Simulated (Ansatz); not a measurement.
# Field gradients at the nuclei in SrTiO3

The cell is a structure deposited in the COD.

```xyz
5
Lattice="3.9050 0.0000 0.0000 0.0000 3.9050 0.0000 0.0000 0.0000 3.9050" Properties=species:S:1:pos:R:3 pbc="T T T"
Sr    0.0000    0.0000    0.0000
Ti    1.9525    1.9525    1.9525
O     0.0000    1.9525    1.9525
O     1.9525    0.0000    1.9525
O     1.9525    1.9525    0.0000
```

Sites (sets of like atoms) are named by element and the number of their first atom in this list.

Method: Kohn–Sham DFT in Ansatz, PBE, plane waves and PAW, scalar-relativistic, 420 eV cutoff, Γ-centred 8×8×8 k-points, Fermi–Dirac smearing 0.02 eV.

V_zz is the principal component of the electric field gradient with the largest magnitude, η = (V_xx − V_yy)/V_zz and C_Q = eQV_zz/h. ν_Q = 3|C_Q|/[2I(2I − 1)].

⁸⁷Sr: I = 9/2, Q = 305.0 mb; ⁴⁹Ti: I = 7/2, Q = 247.0 mb; ¹⁷O: I = 5/2, Q = -25.58 mb. Nuclear quadrupole moments: year-2017 set (Pyykkö).

| site | atoms (order as listed) | first shell | C_Q (MHz) | η | ν_Q (MHz) |
| --- | --- | --- | --- | --- | --- |
| Sr | 1 | 12 O at 2.76 Å | 0 | – | 0 |
| Ti | 2 | 6 O at 1.95 Å | 0 | – | 0 |
| O | 3, 4, 5 | 2 Ti at 1.95 Å, angle 180°; also 4 Sr at 2.76 Å | -0.803 | 0.00 | 0.120 |

An axis of threefold or higher order runs through O, so V_zz lies along it and η is zero. Sr and Ti sit on a cubic site, where every gradient vanishes.

This high-symmetry form of SrTiO3 is unstable when cold, to tilts of the octahedra. The symmetry of the cell holds that distortion back, wholly or in part, and it would change the field gradients, the more the larger the distortion.
